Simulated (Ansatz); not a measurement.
MgAl$_{2}$O$_{4}$:
Space group Fd-3m, origin choice 1 (No. 227); a = b = c = 8.023 Å, α = β = γ = 90.00°

```csv
atom,site,symmetry,x,y,z
Mg,8a,-43m,0.0000,0.0000,0.0000
Al,16d,.-3m,0.6250,0.6250,0.6250
O,32e,.3m,0.3885,0.3885,0.3885
```
(The calculation used a cell of 14 atoms; values per cell refer to that cell.)

Relaxed with LDA.

Question: Give the optical modes at the zone centre with their infrared and Raman activity from DFPT, the program Ansatz at the LDA level (PAW).

Answer: Transverse frequencies, without the LO–TO term; a row sums one degenerate level.

```
ω (cm⁻¹)  degeneracy  IR ((D/Å)²/amu)  Raman (Å⁴/amu)  activity
--------  ----------  ---------------  --------------  --------
258                3             0.00               0    silent
304                3             5.44               0        IR
312                3             0.00            0.12     Raman
347                3             0.00               0    silent
398                2             0.00               0    silent
408                2             0.00              11     Raman
464                3             0.00               0    silent
487                3           173.34               0        IR
558                3             0.00               0    silent
580                3             2.15               0        IR
594                2             0.00               0    silent
663                1             0.00               0    silent
665                3             0.00             7.9     Raman
678                3            47.77               0        IR
745                1             0.00               0    silent
760                1             0.00             1.3     Raman
```

Question: How high does the top mode go among those that the LO–TO term moves?

Answer: 848 cm⁻¹ for q along x.

Symmetry was held in the LDA relaxation; phonons on a q-mesh show no instability.

Potentials: the later of the program's two PAW sets.
